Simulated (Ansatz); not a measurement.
# In2SSe monolayer in a perpendicular field, part 2 of 2

Aim: how the In2SSe monolayer screens a field along its normal, and what the field does to its bands. A positive field points along +c.

Ansatz 0.2.0; plane-wave DFT, PBE-D3(BJ), Ansatz PAW.

So far. Step 2 (Relaxing the slab): The lattice constant a goes from 4.017 to 3.950 Å.

**3. Single point, field 0**

A sawtooth potential applies the field, turning back in the middle of the vacuum. With the dipole correction the typed value is the field outside the slab. The induced dipole is small, so the SCF threshold is tight.

The cell differs from the one that the last finished run ended in (c 41.155 → 23.284 Å).

The input, input.yaml:

```yaml
crystal:
  lattice:
    - [3.9501039138, 0.0, 0.0]
    - [-1.9750519569, 3.4208903369, 0.0]
    - [0.0, 0.0, 23.283694742]
  atoms:
    - { symbol: Se, position: [0.3333333333, 0.6666666667, 0.3865365914] }
    - { symbol: In, position: [0.0, 0.0, 0.4439592524] }
    - { symbol: In, position: [0.0, 0.0, 0.5640637811] }
    - { symbol: S, position: [0.3333333333, 0.6666666667, 0.6134634086] }
kpoints:
  mp_grid: { grid: [12, 12, 1] }
  band_path:
    path: [[0, 0, 0], [0.5, 0, 0], [0.33333333, 0.33333333, 0], [0, 0, 0]]
    npoints: 16
hamiltonian:
  xc: pbe
  dispersion: d3bj
scf:
  occupations: { method: fermi_dirac, width: 0.02585 }
  convergence: { dr2_threshold: 1.0e-10 }
efield:
  axis: 3
  dipole_correction: true
  ramp_position: 0.97
  ramp_width: 0.06
  amplitude: 0
output:
  dos: { projected: true, e_range: [-6, 5] }
  write_potential: true
  write_density: true
  volumetric_format: npy
  elf: true
```

Command:

```console
ansatz run input.yaml --threads 2 --pin off --max-ram 3072MiB --backend cpu --events-out ev --progress --plain --runs-dir out
```

Numbers of over 12 decimals in the logs are rounded to 6 here.

Log:

```text
[...]
Crystal: 4 atoms, lattice volume = 314.630 Å³
Basis set: ecut = 420 eV, 6233 PW (Γ)
Bands: 29, of which v1, the nominal top of the filled ones, is band 24 counted from 1 (23 counted from 0)
Symmetry: 6 space group operations
[...]
k-points: 19 of 144 (time reversal used)
[...]
SCF iter   1: F=—  HF=-17569.772928 eV  |F-HF|=—  |Δ(HF+E_count)|=         —  Δρ=1.30e-3  dr2=2.65e-2  ethr=1.77e-3  p=0.007 e·Å  D=4.01e-3 V/Å  ΔV_dip=-0.09 eV  dr2_dipole=8.02e-3  V_vac-E_F(+/−)=5.23/5.32 eV  ⟨swp⟩=8.9  Hψ=2982  notcnv=0
efield: sawtooth ramp at fractional position 0.9700 (set: `efield.ramp_position`, or a place that a band, a saddle search or an elastic batch's reference lends), width 0.0600; the density the first Hamiltonian is built on has a dipole p = 0.007 e·Å; the dipole correction subtracts the counter field D = 4.01e-3 V/Å, which shifts the + side's vacuum level by -0.09 eV against the − side's; the planar-averaged density in the ramp window peaks in size at 8.1e-6 e/Å³
[...]
SCF iter   2: F=—  HF=-17569.778145 eV  |F-HF|=—  |Δ(HF+E_count)|=   5.22e-3  Δρ=1.37e-3  dr2=6.00e-2  ethr=5.51e-5  p=-0.041 e·Å  D=-2.33e-2 V/Å  ΔV_dip=0.54 eV  dr2_dipole=2.14e-2  V_vac-E_F(+/−)=5.52/4.98 eV  ⟨swp⟩=3.3  Hψ=980  notcnv=0  defer=19
[...]
SCF iter  10: F=-17569.770312 eV  HF=-17569.770312 eV  |F-HF|=4.00e-11  |Δ(HF+E_count)|=  5.35e-10  Δρ=1.09e-7  dr2=4.21e-11  ethr=1.00e-12  p=-0.017 e·Å  D=-9.51e-3 V/Å  ΔV_dip=0.22 eV  dr2_dipole=5.11e-14  V_vac-E_F(+/−)=5.40/5.18 eV  ⟨swp⟩=9.4  Hψ=1776  notcnv=0
SCF 1 converged in 10 iterations: F = -17569.770312 eV  dr2 = 4.21e-11
[...]
NSCF: frozen V_eff on 49 k-points
efield: sawtooth ramp at fractional position 0.9700 (kept from the solve that this one continues, or follows in the run), width 0.0600; the density the first Hamiltonian is built on has a dipole p = -0.017 e·Å; the dipole correction subtracts the counter field D = -9.51e-3 V/Å, which shifts the + side's vacuum level by +0.22 eV against the − side's; the planar-averaged density in the ramp window peaks in size at 5.0e-6 e/Å³
[...]
SCF converged after 10 iterations
Free energy (F): -17569.770312 eV
[...]
Internal energy: -17569.770312 eV  (E = F + TS)
E sigma→0 (E₀):  -17569.770312 eV
Fermi energy:    -0.946046 eV
Dipole field:    D = -0.009505 V/Å  (p = -0.016526 e·Å, saw-weighted, corrected)
Work function:   Φ+ = 5.4048 eV   Φ− = 5.1835 eV
Levels:          The Fermi level and band energies are counted from a zero that moves with the ramp; work functions are not
[...]
--- Band table (eV; the first three rows and the last of 19) ---
  k-point 0: bands = [... 20 lower, -2.7478, -1.9924, -1.9924, -1.9287, -0.1264, 1.2651, 3.5049, 3.5049, ... 1 higher]
  k-point 1: bands = [... 20 lower, -2.8202, -2.4269, -2.0780, -1.8780, 0.2077, 1.6344, 3.0829, 3.5723, ... 1 higher]
  k-point 2: bands = [... 20 lower, -3.1682, -3.0078, -2.2958, -1.8449, 0.7465, 1.9123, 2.7690, 3.6701, ... 1 higher]
  k-point 18: bands = [... 20 lower, -4.6003, -3.5971, -3.1346, -2.8179, 0.8079, 1.4739, 2.3213, 3.3532, ... 1 higher]
```

It took 16 s on 2 threads of Intel Xeon Platinum 8259CL at 2.50GHz (Skylake/Cascade Lake), shared host; peak memory 0.7 GiB; 31 s of CPU time.

The column dr2 measures how far the density is from self-consistency, as an energy; F and HF (Harris–Foulkes) agree once it is small.

Numbers from this step:

| Item | Value |
| --- | --- |
| gap on the k-mesh | 1.718 eV |
| dipole along the normal | -0.01653 e·Å |
| gap along the path | 1.715 eV |
| smallest direct gap along the path | 1.802 eV |
| step between the vacuum levels | 0.2213 eV |
| ionisation energy, upper face | 6.300 eV |
| electron affinity, upper face | 4.585 eV |
| ionisation energy, lower face | 6.079 eV |
| gap, the smaller of path and mesh | 1.715 eV |

Running mean over a fixed 2.8 Å (it still follows the layers) of the planar mean; the ramp of the sawtooth is left out. Electron's electrostatic potential energy less the Fermi level against z:

```csv
z (Å),electron's electrostatic potential energy less the Fermi level (eV)
3.0,5.18
3.5,5.18
4.0,5.18
4.5,5.18
5.0,5.18
5.5,5.17
6.0,5.14
6.5,5.01
7.0,4.42
7.5,3.20
8.0,1.67
8.5,-0.354
9.0,-2.58
9.5,-4.37
10.0,-4.59
10.5,-3.81
11.0,-2.89
11.5,-2.44
12.0,-2.49
12.5,-3.16
13.0,-4.42
13.5,-5.26
14.0,-4.52
14.5,-2.47
15.0,-0.0814
15.5,2.22
16.0,4.06
16.5,5.08
17.0,5.34
17.5,5.39
18.0,5.40
18.5,5.40
19.0,5.40
19.5,5.40
20.0,5.40
```

The density of states has structure finer than the step of the table below, so its rows give means over 0.25 eV, whole bins alone (the curve runs from -6 to 2.79 eV). Peaks (eV: height): -3.490: 7.38, -2.800: 6.85, -2.530: 9.47, -2.250: 8.55, -1.750: 6.46, -0.900: 9.36, 1.830: 6.57.

Table of density of states by energy, zero at the Fermi level of the run, which the smearing sets inside the gap; means over each step:

energy (eV), density of states (states/eV a cell) and a bar:
```
    -5.75        0.3 ##
    -5.50        2.7 ###############
    -5.25        1.2 #######
    -5.00        0.8 #####
    -4.75        0.7 ####
    -4.50        0.6 ###
    -4.25        0.6 ###
    -4.00        1.3 #######
    -3.75        0.9 #####
    -3.50        4.6 ##########################
    -3.25        2.1 ############
    -3.00        2.9 #################
    -2.75        5.0 #############################
    -2.50        5.2 ##############################
    -2.25        5.3 ##############################
    -2.00        2.6 ###############
    -1.75        3.4 ####################
    -1.50        2.5 ##############
    -1.25        2.1 ############
    -1.00        3.3 ###################
    -0.75        0.1 #
    -0.50        0.0 
    -0.25        0.0 
     0.00        0.0 
     0.25        0.0 
     0.50        0.0 
     0.75        0.0 
     1.00        0.1 #
     1.25        0.2 #
     1.50        1.1 ######
     1.75        3.5 ####################
     2.00        4.5 #########################
     2.25        4.0 #######################
     2.50        1.2 #######
```

Projected DOS per atom over height of the atomic layer and energy from the Fermi level. Layers: Se In In S from below.

Ten even steps from '0' (0.00 states/eV) to '9' (2.58 states/eV), each cell a mean:
```
0110
2442
2442
0000
0000
0000
0000
0000
0000
3113
4111
4212
8106
6119
2115
4224
0012
0001
0000
0000
2211
0100
```
Columns: height of the atomic layer (Å) from 9 to 14.3 (not evenly spaced); rows upwards: energy from the Fermi level (eV) from -5.96 to 2.77.

The electronic bands at the labelled points (eV, zero at the Fermi level of the run, which the smearing sets inside the gap):

```csv
point,band 21,band 22,band 23,band 24,band 25,band 26,band 27,band 28
Γ,-1.80,-1.05,-1.05,-0.98,0.82,2.21,4.45,4.45
halfway,-2.63,-2.30,-1.62,-0.96,1.96,2.24,4.07,4.20
M,-2.72,-2.46,-2.08,-1.76,1.45,1.68,3.42,3.88
halfway,-3.13,-2.77,-2.26,-1.76,1.81,2.16,3.62,4.03
K,-3.65,-2.65,-2.19,-1.87,1.75,2.42,3.27,4.30
halfway,-2.74,-2.57,-2.14,-1.00,2.26,2.58,3.72,4.47
Γ,-1.80,-1.05,-1.05,-0.98,0.82,2.21,4.45,4.45
```

ELF in the ca plane at fractional y = 0.667, with atoms of Se and S within 0.2 Å of it. It is the smooth field of the valence electrons, not physical close to the nuclei.

Values, 6 rows by 16 columns, each cell a mean:
```
0.00 0.00 0.00 0.00 0.00 0.01 0.08 0.21 0.21 0.29 0.40 0.22 0.19 0.11 0.02 0.00
0.00 0.00 0.00 0.00 0.00 0.04 0.20 0.36 0.25 0.27 0.36 0.22 0.29 0.25 0.07 0.00
0.00 0.00 0.00 0.00 0.02 0.27 0.71 0.76 0.57 0.18 0.13 0.33 0.76 0.79 0.43 0.06
0.00 0.00 0.00 0.00 0.05 0.46 0.84 0.44 0.64 0.17 0.03 0.49 0.49 0.79 0.67 0.13
0.00 0.00 0.00 0.00 0.05 0.43 0.83 0.58 0.65 0.17 0.05 0.46 0.63 0.82 0.63 0.11
0.00 0.00 0.00 0.00 0.01 0.19 0.60 0.71 0.48 0.21 0.20 0.28 0.66 0.68 0.31 0.03
```
Columns run along c (16.0 Å, from fractional 0.07 to 0.76 of the cell), rows up along a (4.0 Å). Atoms in or near the plane, at fractional coordinates: Se at (0.39, 0.33), S at (0.61, 0.33).

Electrostatic potential energy in the ca plane at fractional y = 0.667, with atoms of Se and S within 0.2 Å of it. With pseudopotentials it is smooth inside the atoms' cores, unlike the true potential.

Values in eV, 6 rows by 16 columns, each cell a mean:
```
  4   4   4   1  -4  -2   0  -5  -1   3   4   4   4   4   4   4
  4   4   3   1  -3  -2   0  -4  -1   3   4   4   4   4   4   4
  4   4  -1 -13  -3   1   2   0 -10  -2   4   4   4   4   4   4
  4   4  -8 -12  -9   2   3  -2 -22 -13   4   4   4   4   4   4
  4   4  -7 -15  -8   2   2  -1 -21 -11   4   4   4   4   4   4
  4   4   1  -7  -2   0   1  -1  -5   1   4   4   4   4   4   4
```
Columns run along c (16.0 Å, from fractional 0.25 to 0.93 of the cell; values clipped at the 3rd and 97th percentile), rows up along a (4.0 Å). Atoms in or near the plane, at fractional coordinates: Se at (0.39, 0.33), S at (0.61, 0.33).

Valence density in the ca plane at fractional y = 0.667, with atoms of Se and S within 0.2 Å of it. It is the smooth field of the valence electrons, not physical close to the nuclei.

Ten steps, logarithmic in the rise over the least value, from '0' (0 e/Å³) to '9' (32 e/Å³), each cell a mean:
```
00000000000011000000110000000000000000000000
00000000000011100000110000000000000000000000
00000000000011000000110000000000000000000000
00000000111110000000011111000000000000000000
00000001233210000000012222100000000000000000
00000012686310000000123223200000000000000000
00000013798410000000123213210000000000000000
00000012576310000000122333200000000000000000
00000001232210000000012222100000000000000000
00000000111110000000011110000000000000000000
```
Columns run along c (16.0 Å, from fractional 0.25 to 0.93 of the cell), rows up along a (4.0 Å). Atoms in or near the plane, at fractional coordinates: Se at (0.39, 0.33), S at (0.61, 0.33).

The gap is 1.72 eV, with the valence edge 6.30 eV and the conduction edge 4.59 eV under the upper vacuum level.

**4. Single point, field 0.1 V/Å**

input.yaml: that of step 3 with these lines changed.

```diff
@@ -26,5 +26,4 @@
   ramp_width: 0.06
-  amplitude: 0
+  amplitude: 0.1
 output:
-  dos: { projected: true, e_range: [-6, 5] }
   write_potential: true
@@ -32,2 +31 @@
   volumetric_format: npy
-  elf: true
```

Log:

```text
[...]
Crystal: 4 atoms, lattice volume = 314.630 Å³
Basis set: ecut = 420 eV, 6233 PW (Γ)
Bands: 29, of which v1, the nominal top of the filled ones, is band 24 counted from 1 (23 counted from 0)
Symmetry: 6 space group operations
[...]
k-points: 19 of 144 (time reversal used)
[...]
k-point 0: bands = [... 20 lower, -2.7340, -2.0156, -2.0156, -1.9316, -0.1307, 1.2552, 3.5025, 3.5025, ... 1 higher]
  k-point 1: bands = [... 20 lower, -2.8064, -2.4517, -2.1011, -1.8809, 0.2045, 1.6241, 3.0766, 3.5695, ... 1 higher]
  k-point 2: bands = [... 20 lower, -3.1915, -2.9942, -2.3187, -1.8490, 0.7438, 1.9038, 2.7623, 3.6346, ... 1 higher]
  k-point 18: bands = [... 20 lower, -4.6180, -3.5946, -3.1459, -2.8233, 0.8007, 1.4680, 2.3139, 3.3483, ... 1 higher]
[key lines of the parts left out:]
SCF converged after 14 iterations
Free energy (F): -17569.771289 eV
Fermi energy:    -0.950224 eV
Dipole field:    D = 0.020739 V/Å  (p = 0.036060 e·Å, saw-weighted, corrected)
```

Elapsed: 18 s, on 2 threads; peak memory 0.64 GiB; 35 s of CPU time.

The dipole is 0.0361 e·Å, 0.0526 e·Å from its value without field, and the gap 1.715 eV.

**5. Atoms held, field -0.1 V/Å**

input.yaml: that of step 4 with these lines changed.

```diff
@@ -26,3 +26,3 @@
   ramp_width: 0.06
-  amplitude: 0.1
+  amplitude: -0.1
 output:
```

Log:

```text
[...]
Crystal: 4 atoms, lattice volume = 314.630 Å³
Basis set: ecut = 420 eV, 6233 PW (Γ)
Bands: 29, of which v1, the nominal top of the filled ones, is band 24 counted from 1 (23 counted from 0)
Symmetry: 6 space group operations
[...]
k-points: 19 of 144 (time reversal used)
[...]
k-point 0: bands = [... 20 lower, -2.7626, -1.9701, -1.9701, -1.9271, -0.1234, 1.2743, 3.5062, 3.5062, ... 1 higher]
  k-point 1: bands = [... 20 lower, -2.8349, -2.4029, -2.0557, -1.8761, 0.2095, 1.6439, 3.0846, 3.5739, ... 1 higher]
  k-point 2: bands = [... 20 lower, -3.1456, -3.0224, -2.2737, -1.8418, 0.7478, 1.9195, 2.7733, 3.6783, ... 1 higher]
  k-point 18: bands = [... 20 lower, -4.5828, -3.6025, -3.1222, -2.8134, 0.8139, 1.4787, 2.3276, 3.3571, ... 1 higher]
[key lines of the parts left out:]
SCF converged after 13 iterations
Free energy (F): -17569.774593 eV
Fermi energy:    -0.942929 eV
Dipole field:    D = -0.039745 V/Å  (p = -0.069106 e·Å, saw-weighted, corrected)
```

It took 17 s on 2 threads; peak memory 0.64 GiB.

The dipole is -0.0691 e·Å, -0.0526 e·Å from its value without field, and the gap 1.715 eV.

**6. Response, atoms held**

This step: plane-wave DFT, PBE-D3(BJ), Ansatz PAW; response to a field along the normal, atoms held (Ansatz 0.2.0).

The dipoles give the slope, and the difference of two potentials shows where the field is screened.

Numbers from this step:

```yaml
equivalent_conductor_thickness_p_eps_0ae: 7.041 Å
distance_between_the_outer_atoms: 5.284 Å
```

Table of dipole of the cell by applied field:

```csv
applied field (V/Å),dipole of the cell (e·Å)
-0.1000,-0.0691
0.0000,-0.0165
0.1000,0.0361
```

Local field over the applied field, running mean. From the potentials at -0.1 and 0.1 V/Å; running mean over 2.5 Å. Local field over applied field against z:

```csv
z (Å),local field over applied field
4.5,0.999
5.0,0.996
5.5,0.988
6.0,0.965
6.5,0.911
7.0,0.804
7.5,0.645
8.0,0.467
8.5,0.292
9.0,0.150
9.5,0.0785
10.0,0.0648
10.5,0.0653
11.0,0.0773
11.5,0.0993
12.0,0.0984
12.5,0.0800
13.0,0.0787
13.5,0.0944
14.0,0.140
14.5,0.251
15.0,0.415
15.5,0.591
16.0,0.756
16.5,0.883
17.0,0.954
17.5,0.983
18.0,0.994
18.5,0.998
19.0,0.999
```

Electrons, planar mean, per unit field. The induced electron density by z:

```csv
z (Å),induced electron density (e/Å³ per V/Å)
4.5,5.7e-6
5.0,1.8e-5
5.5,5.5e-5
6.0,1.6e-4
6.5,4.5e-4
7.0,0.00113
7.5,0.00245
8.0,0.00357
8.5,0.00206
9.0,7.5e-4
9.5,4.6e-4
10.0,-5.4e-4
10.5,-0.00102
11.0,4.2e-4
11.5,5.6e-4
12.0,-6.4e-4
12.5,-3.2e-4
13.0,0.00103
13.5,1.5e-4
14.0,-8.0e-4
14.5,-0.00127
15.0,-0.00323
15.5,-0.00300
16.0,-0.00151
16.5,-6.1e-4
17.0,-2.2e-4
17.5,-7.3e-5
18.0,-2.4e-5
18.5,-7.2e-6
19.0,-2.2e-6
```

The smaller of the gaps on the path and on the k-mesh, counted as 0 under 0.03 eV. The gap stays at 1.71 eV for applied field from -0.1 to 0.1 V/Å.

By hand: between -0.1 and 0.1 V/Å the dipole changes by 0.1052 e·Å, a slope of 0.5258 e·Å²/V. A perfect conductor of thickness t has p = ε₀AEt, so t = 180.95 × 0.5258 / 13.513 = 7.04 Å (e/ε₀ = 180.95 V·Å, A in Å²).

The induced dipole is that of a conductor 7.04 Å thick.

**7. Results**

```json
{
 "gap without field": "1.72 eV",
 "ionisation energy, upper face": "6.30 eV",
 "electron affinity, upper face": "4.59 eV",
 "step between the vacuum levels": "0.221 eV",
 "equivalent conductor thickness, atoms held": "7.04 Å"
}
```

The induced dipole equals that of a perfect conductor 7.04 Å thick, while the outer atoms lie 5.28 Å apart; an out-of-plane ε follows only once a thickness t is chosen, by 1 − 1/ε = 7.04 Å / t. The two faces differ: the vacuum level above lies 0.22 eV higher than the one below. The gap stays within 0.01 eV of 1.72 eV over the fields run, up to 0.1 V/Å in size. Semilocal functionals give gaps that are too small, and excitons are not included. Spin-orbit coupling is left out, which matters for the bands of elements this heavy.

[Logs are printed without paths, hosts, clocks, repeated set-up lines and the standing remarks that a program may print on its own settings, such as how far it seeks lower states.]

[Hosts, paths, dates, database ids (printed as entryN), source tags and the programs' standing remarks are cut or masked in the printed files.]

[Maps of the electrostatic potential energy from Ansatz leave out the sawtooth potential of an applied field or a dipole correction, so their vacuum need not be flat; planar profiles and work functions include it.]

[The density of states shown here was stored with 400 of the rows of the run's finer table, so its peaks can read low, often by over a quarter, or be missed, and its means over a window can be off by a tenth or more.]
